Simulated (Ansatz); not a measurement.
## Compressing Rh: a fit and a missing row

Rh, Fm-3m, a = 3.800 Å. Ansatz: r2SCAN, PAW, 500 eV, Γ-centred 18×18×18 mesh on 1 atom, Gaussian smearing 0.10 eV; no spin polarisation. Symmetry fixes shape and atoms, so the cell is only scaled; pressure is positive in compression.

| V (Å³/atom) | P (GPa) |
| --- | --- |
| 12.894 | 20.47 |
| 13.305 | ? |
| 13.717 | 0.00 |
| 14.128 | -7.73 |
| 14.540 | -14.14 |

Q: Take V0 = 13.717 Å³/atom, fit the third-order Birch–Murnaghan form to the other rows, and predict the missing pressure.

A: With the Eulerian strain f = ½[(V0/V)^(2/3) − 1] and y = P/[3f(1 + 2f)^(5/2)], the form is the line y = B0 + 1.5 B0 (B0′ − 4) f. Rows (f, y): 0.02106, 292.2; -0.00974, 277.9; -0.01905, 272.7. Means f = -0.002577, y = 280.93; Σ(Δf)² = 0.0008814, ΣΔfΔy = 0.4237; the slope is their ratio. y = 282.2 + 480.7 f GPa, so B0 = 282.2 GPa and B0′ = 4 + 2 × (480.7)/(3 × 282.2) = 5.14. At V = 13.305, f = 0.01027, y = 287.14 and P = 9.31 GPa. The run gave 9.30 GPa, so the fit is 0.01 GPa too high, within the rms miss on the fitted rows (0.01 GPa).

Rhodium resists compression more strongly than it resists expansion: for equal volume changes about the zero-pressure cell, the pressure reached on squeezing, 20.47 GPa, exceeds the tension of 14.14 GPa on stretching. The large bulk modulus of 282.2 GPa is typical of a late 4d metal whose d band still has a substantial net bonding occupation. Shortening the bonds widens that band and strengthens d–d bonding, but the kinetic-energy cost of confining the sp electrons and the Pauli repulsion between overlapping ion cores rise faster, so the lattice stiffens. A B0′ of 5.14, above the value of 4 at which the third-order term vanishes, expresses the same anharmonicity.

The recovered pressure of the missing row shows that the equation of state is smooth and well described over this range. Because that point lies between fitted volumes, however, it is a mild test of B0′ and says little about strong compression, where higher-order terms could matter. The negative pressures describe uniformly stretched fcc cells and don't establish that the metal would survive such tension without shear or fracture.
